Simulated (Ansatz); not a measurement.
Rough cost of magnetic runs on Gd (R-3m) in Ansatz 0.2.0, 2 threads of Arm Neoverse V1, on a shared host.

```yaml
crystal:
  lattice:
    - [1.82486, 1.05358, 8.90239]
    - [-1.82486, 1.05358, 8.90239]
    - [0.00000, -2.10716, 8.90239]
  atoms:
    - { symbol: Gd, position: [0.00000, 0.00000, 0.00000] }
    - { symbol: Gd, position: [0.22291, 0.22291, 0.22291] }
    - { symbol: Gd, position: [0.77709, 0.77709, 0.77709] }
```

```csv
run,"functional, mesh",k points solved,bands,iterations,wall time (s),peak memory (GiB)
PAW: total moment held at 15.8 μB,"PBE, 11×11×11",146,44,11,130,1.1
PAW: total moment held at 27.09 μB,"PBE, 11×11×11",146,49,12,77,1.1
LAPW: total moment held at 15.8 μB,"PBE, 11×11×11",146,60,18,430,1.6
PAW: total moment held at 19.19 μB,"PBE, 11×11×11",146,44,12,130,1
LAPW: total moment held at 27.09 μB,"PBE, 11×11×11",146,67,12,170,1.7
PAW: total moment held at 0 μB,"PBE, 11×11×11",146,33,147,2200,2.3
PAW: total moment held at 30.47 μB,"PBE, 11×11×11",146,51,11,150,1.1
PAW: no spin polarisation,"PBE, 11×11×11",146,44,14,24,0.7
PAW: total moment held at 11.29 μB,"PBE, 11×11×11",146,44,14,180,1.1
```

Roughly how much dearer is an iteration by LAPW than by PAW among the runs with the first row's mesh and spin treatment (collinear)?

About 1.5 times (medians of wall time over iterations; times from a shared host are rough).

Runs with the default search for lower states can spend part of their time in further cycles.

Without U a semilocal functional puts the f levels too near the Fermi level, which can change moments and the order of magnetic states; site and cell moments are spin moments. Spin–orbit coupling is left out although heavy atoms are present. With open f shells a run can end in a state that isn't the lowest. The state reached may lie above the lowest one, so it isn't offered as the ground state.
